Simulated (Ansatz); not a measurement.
# WS₂: a line through an energy map

Aim: follow the energy of WS₂ (P-6m2, No. 187; 3 atoms in the cell) along one coordinate, equal normal strain along x, y and z, with the other held at amplitude of mode 4 (298 cm⁻¹) = −0.019 Å.

Computed with Ansatz 0.2.0 (DFT PBEsol+D3(BJ), scalar-relativistic, plane waves, PAW, unless a step's input says otherwise).

3 further runs of the same task are left out: 3 set aside as unsound or not needed.

## (1) The structure to begin with

Symmetry: P-6m2, No. 187, hexagonal system. The conventional cell has a = 3.124 Å, b = 3.124 Å, c = 16.936 Å, α = 90.00°, β = 90.00°, γ = 120.00°. W (site symmetry -6m2) is surrounded by 6 S at 2.39 Å. Around S (site symmetry 3m) lie 3 W at 2.39 Å.

Structure file:

```
CELL_PARAMETERS angstrom
3.12370 0.00000 0.00000
-1.56185 2.70521 0.00000
0.00000 0.00000 16.93628
ATOMIC_POSITIONS crystal
W 0.33333 0.66667 0.00000
S 0.66667 0.33333 0.90714
S 0.66667 0.33333 0.09286
```

It goes back to an entry of the Materials Project, which need not be the stable form.

This cell was relaxed beforehand with the same method: volume 47.71 Å³/atom, gap on the mesh 1.99 eV.

## (2) What is varied

The energy is mapped over a normal mode and a strain (zone-centre modes of the cell shown) (x along [1 0 0], y along [1 2 0], z along [0 0 1] of the conventional cell).

First coordinate, amplitude of mode 4 (298 cm⁻¹), largest displacement in the unstrained cell: 9 values from −0.076 Å. Second coordinate, equal normal strain along x, y and z: 7 values from −2.50 %.

Nothing else is relaxed (the pattern is fixed in fractional coordinates). Energies count from the relaxed high-symmetry cell. Points are written as (first, second).

The modes come from a phonon run on the reference cell, made beforehand.

Displacement patterns for an amplitude of 1 (Å):

```csv
atom,x1,y1,z1
W1,0.000,0.000,0.000
S2,1.000,0.000,0.000
S3,-1.000,0.000,0.000
```

## (3) Point (−0.019 Å, −2.50 %)

input.yaml reads:

```yaml
crystal:
  lattice:
    - [3.0456091893, 0.0, 0.0]
    - [-1.5228045946, 2.6375749279, 0.0]
    - [0.0, 0.0, 16.5128702692]
  atoms:
    - { symbol: W, position: [0.3333333333, 0.6666666667, 0.0] }
    - { symbol: S, position: [0.6605841397, 0.3333333333, 0.9071447969] }
    - { symbol: S, position: [0.6727491936, 0.3333333333, 0.0928552031] }
basis:
  ecutwfc: 420
kpoints:
  mp_grid: { grid: [12, 12, 2] }
hamiltonian:
  xc: pbesol
  dispersion: d3bj
scf:
  occupations: { method: gaussian, width: 0.05 }
output:
  forces: true
  stress: true
  eigenvalues: true
  write_density: true
  write_potential: true
  elf: true
  volumetric_format: npy
```

The run is started by

```bash
$ ansatz run input.yaml --threads 1 --pin off --max-ram 2048MiB --backend cpu --events-out ev --progress --plain --runs-dir out
```

The session goes on with these runs: the other points of the line.

**Question.** What will these runs give? Wanted: for each run, equal normal strain along x, y and z; energy; slope; pressure; largest force on an atom.

As calculated:

| equal normal strain along x, y and z (%) | step | energy (meV) | slope (meV per %) | pressure (GPa) | band gap on the k-mesh (eV) | largest force on an atom (eV/Å) |
| --- | --- | --- | --- | --- | --- | --- |
| −2.50 | 3 | 176 | −144 | 5.7 | 2.12 | 1.62 |
| −1.67 | 4 | 79 | −92 | 3.6 | 2.08 | 1.05 |
| −0.83 | – | 22 | −44 | 1.7 | 2.03 | 0.53 |
| 0.00 | 5 | 3.8 | 0 | 0.0 | 1.99 | 0.20 |
| 0.83 | 6 | 21 | 41 | −1.5 | 1.94 | 0.49 |
| 1.67 | 7 | 71 | 79 | −2.8 | 1.90 | 0.89 |
| 2.50 | 8 | 151 | 113 | −4.0 | 1.84 | 1.26 |

Energies count from the relaxed high-symmetry cell. Rows without a step come from runs not printed here or follow by symmetry. Slopes come from the forces (and the stress, where the cell changes), not from differences of energies.

**Reading.** The lowest point of the line is at 0.00 %, 3.8 meV from the zero. A fit to energies and slopes at the lowest point and its two neighbours puts the minimum at −0.004 %, with a curvature of about 51 meV per %². The highest point computed, at −2.50 %, lies 173 meV above the lowest. This is one cut through a surface in two coordinates; the map's lowest point lies off it. These runs have no spin-orbit coupling; with W it would split and shift bands.

The gaps are Kohn-Sham values of a semilocal functional, not quasiparticle or optical gaps. Such gaps usually fall short of the measured ones.
